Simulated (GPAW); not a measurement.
Write an ASE script for GPAW 26.7.0 that does the following.

| Property | Result |
| --- | --- |
| Task | single point |
| Functional | PBE |
| Potentials or basis | GPAW PAW data sets (gpaw-data 1.2.1) |
| Cutoff | 650 eV |
| Basis | pw |
| k mesh | 8 × 8 × 8 |
| Occupations | fermi-dirac, width 0.05 eV |
| Spin | no spin polarisation |
| Maxiter | 120 |
| Convergence | default |

The structure of BP lies in BP.xyz:

```xyz
2
Lattice="0.0000000000 2.2690000000 2.2690000000 2.2690000000 0.0000000000 2.2690000000 2.2690000000 2.2690000000 0.0000000000" Properties=species:S:1:pos:R:3 pbc="T T T"
P      3.4035000000      3.4035000000      3.4035000000
B      0.0000000000      0.0000000000      0.0000000000
```

These files were run (other wordings do the same):

run.py

```python
from ase.dft.bandgap import bandgap
from ase.io import read, write
from ase.units import GPa
from gpaw import GPAW, PW

atoms = read('BP.xyz')

calc = GPAW(mode=PW(650),
            xc='PBE',
            kpts={'size': (8, 8, 8), 'gamma': True},
            occupations={'name': 'fermi-dirac', 'width': 0.05},
            nbands=11,
            maxiter=120,
            txt='gpaw.txt')
atoms.calc = calc
energy = atoms.get_potential_energy()
forces = atoms.get_forces()
stress = atoms.get_stress()
calc.write('gs.gpw')
write('result.traj', atoms)
print(f'Energy: {energy:.6f} eV')
print('Forces (eV/A):')
print(forces.round(4))
print('Stress (GPa):', (stress / GPa).round(3))
print('Fermi level:', round(calc.get_fermi_level(), 4), 'eV')
print(f'Gap: {bandgap(calc)[0]:.4f} eV, direct: {bandgap(calc, direct=True)[0]:.4f} eV')
```

Potentials or basis: GPAW PAW data sets (gpaw-data 1.2.1), pw.

Launch:

```console
$ OMP_NUM_THREADS=1 python run.py
```

It gave:

| Quantity | Value |
| --- | --- |
| Pressure | 1.4 GPa |
| Band gap on the k mesh | 1.27 eV, indirect (least direct gap 3.41 eV) |

Caveat: the cutoff is short for stress and forces, so pressures can be off by a GPa or more.

It took 5.9 s on 1 thread of Intel(R) Xeon(R) CPU @ 2.60GHz (Ice Lake) (shared host), peak memory 0.14 GiB.
